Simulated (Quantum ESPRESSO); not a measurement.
Crystal: CuAu.

```
CELL_PARAMETERS angstrom
2.81075 0.00000 0.00000
0.00000 2.81075 0.00000
0.00000 0.00000 3.68500
ATOMIC_POSITIONS crystal
Au 0.00000 0.00000 0.00000
Cu 0.50000 0.50000 0.50000
```

- Program: Quantum ESPRESSO 7.5
- Task: single point
- Functional: PBEsol
- Potentials or basis: GBRV 1.5 PBEsol
- Cutoff: 762 eV
- Density cutoff: 6095 eV
- k mesh: 9 × 9 × 7
- Occupations: fermi-dirac, width 0.05 eV
- Spin: no spin polarisation

On this cell: pressure -4.2 GPa; largest force under 0.003 eV/Å; band gap on the k mesh none (metal or under the smearing width).

The same run follows on a disturbed copy (atoms moved at random, drawn with an rms of 0.05 Å):

```xyz
2
Lattice="2.8107 0.0000 0.0000 0.0000 2.8107 0.0000 0.0000 0.0000 3.6850" Properties=species:S:1:pos:R:3 pbc="T T T"
Au   -0.0198    0.0089   -0.0574
Cu    1.3957    1.3765    1.8232
```

**Question.** What changes?

**Answer.** The energy (extrapolated to zero smearing) moves by +3.6 meV/atom; pressure -4.1 GPa; largest force 0.279 eV/Å; band gap on the k mesh none (metal or under the smearing width).

Forces in eV/Å, atoms in the order of the input:
```
Au   0.034 -0.124  0.248
Cu  -0.034  0.124 -0.248
```

Stress tensor (GPa, compression positive):
```
-3.95 -0.02  0.05
-0.02 -4.00 -0.17
 0.05 -0.17 -4.21
```
